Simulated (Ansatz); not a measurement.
Take ZnTe in the zinc blende structure (space group F-43m, No. 216; a = 6.179 Å) as the base. Axes: x, y, z lie along the cube axes.

Level of theory: PBE (Ansatz, a quantum-chemistry and plane-wave program), scalar-relativistic without spin-orbit coupling.

Strains are applied to the cell and any free atomic positions relax; under biaxial strain the out-of-plane vector relaxes too.

One change was made to it. Results:

```tsv
quantity	base	after
energy relative to the base (free energy F)	0 meV/atom	+6.6 meV/atom
band gap	1.08 eV	1.06 eV
```

**Question.** Which change produced these results?
A) isotropic strain −2.09 %
B) tensor shear ε_yz = +1.95 %
C) strain tensor (xx, yy, zz, yz, xz, xy) = (−0.75, +0.06, −1.80, −1.10, +1.27, −0.49) %
D) uniaxial strain ε_yy = +1.59 %
E) biaxial strain −1.76 %, plane normal [110], relaxed out of plane

**Answer.** C, strain tensor (xx, yy, zz, yz, xz, xy) = (−0.75, +0.06, −1.80, −1.10, +1.27, −0.49) %. For comparison, the energy relative to the base in the other runs: uniaxial strain ε_yy = +1.59 % gives +1.4 meV/atom; biaxial strain −1.76 %, plane normal [110], relaxed out of plane gives +5.0 meV/atom; tensor shear ε_yz = +1.95 % gives +4.2 meV/atom; isotropic strain −2.09 % gives +17 meV/atom.

With Te present, leaving out spin-orbit coupling can change the band edges. Stability against distortions was not tested.
